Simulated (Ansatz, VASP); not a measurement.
This is a calculation of TiC for Ansatz 0.2.0.

The input input.yaml:

```yaml
crystal:
  lattice:
    - [0.0, 2.1942184125, 2.1942184125]
    - [2.1942184125, 0.0, 2.1942184125]
    - [2.1942184125, 2.1942184125, 0.0]
  atoms:
    - { symbol: Ti, position: [0.0, 0.0, 0.0] }
    - { symbol: C, position: [0.5, 0.5, 0.5] }
kpoints:
  mp_grid: { grid: [11, 11, 11] }
scf:
  occupations: { method: fermi_dirac, width: 0.05 }
hamiltonian:
  xc: lda
  pseudopotentials: { kind: all_electron, lapw: { basis_error: 0.001 } }
output:
  forces: true
  stress: true
  eigenvalues: true
```

Potentials or basis: all-electron LAPW, scalar-relativistic.

The run is started by

```console
$ ansatz run input.yaml --threads 1 --pin off --max-ram 3072MiB --backend cpu --events-out ev --progress --plain --runs-dir out
```

Q: Translate it to VASP 6.6.1. Potentials there: VASP PAW LDA potentials, release 64 (Ti_sv, C).

A: As run (the cutoff follows the program's own potentials):

INCAR

```
SYSTEM = TiC
ALGO     = Normal         ! electronic algorithm
EDIFF    = 1E-6           ! SCF threshold, eV
ENCUT    = 520            ! plane-wave cutoff, eV
GGA      = CA             ! functional
ISIF     = 2              ! what is computed and relaxed
ISMEAR   = -1             ! smearing method
LASPH    = .True.         ! aspherical terms in the spheres
LCHARG   = .False.        ! write CHGCAR
LREAL    = .False.        ! projectors in reciprocal space
LWAVE    = .False.        ! write WAVECAR
NBANDS   = 15             ! bands
NELM     = 80             ! most SCF steps
PREC     = Accurate       ! precision mode
SIGMA    = 0.05           ! smearing width, eV
```

KPOINTS

```
k-points
0
Gamma
  11 11 11
  0 0 0
```

File POSCAR:

```
TiC
1.0
    0.0000000000      2.1942184125      2.1942184125
    2.1942184125      0.0000000000      2.1942184125
    2.1942184125      2.1942184125      0.0000000000
Ti C
1 1
Direct
    0.0000000000      0.0000000000      0.0000000000
    0.5000000000      0.5000000000      0.5000000000
```

Potentials or basis: VASP PAW LDA potentials, release 64 (Ti_sv, C).

Command:

```bash
$ cat potpaw_LDA.64/Ti_sv/POTCAR potpaw_LDA.64/C/POTCAR > POTCAR
$ mpirun -np 1 vasp_std > vasp.out
```

Both were run:

|  | VASP | Ansatz | Ansatz less VASP |
| --- | --- | --- | --- |
| gap on the k mesh at the Fermi level (eV) | none | none | - |
| pressure (GPa) | -20.4 | -20.8 | -0.44 |

A gap of «none» marks a metal or a gap that the smearing closes. Ansatz ran all-electron here, so the differences hold the error of VASP's frozen core and of both bases.

Caveats: so large a pressure means that the cell lies far from this level's equilibrium, or that cutoff or potentials fall short (VASP).
